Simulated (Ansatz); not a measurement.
Sb in Ansatz: the effect of functional

The system is Sb.

```
CELL_PARAMETERS angstrom
-1.88373 1.88373 1.88373
1.88373 -1.88373 1.88373
1.88373 1.88373 -1.88373
ATOMIC_POSITIONS crystal
Sb 0.00000 0.00000 0.00000
```

This isn't the form of Sb at room conditions, which is rhombohedral.

The cell isn't the ideal one: volume scaled by 1.02.

Alike in all runs:

```yaml
Program: Ansatz 0.2.0
Task: single point
Potentials_or_basis: Ansatz PAW
k_mesh: 10 × 10 × 10
Occupations: fermi-dirac, width 0.05 eV
Spin: no spin polarisation
```

```tsv
functional	cutoff	pressure (GPa)
LDA	420 eV (not typed: the program's choice for these potentials)	-2.5
PBEsol	420 eV (not typed: the program's choice for these potentials)	?
r2SCAN	500 eV (not typed: the program's choice for these potentials)	1.1
```

Problem. What does the run with functional PBEsol give?

Solution. Pressure -1.3 GPa.

Caveats: the PAW data sets come from PBE, with cores solved anew for the run's functional, which leaves a small shift of forces and pressure.
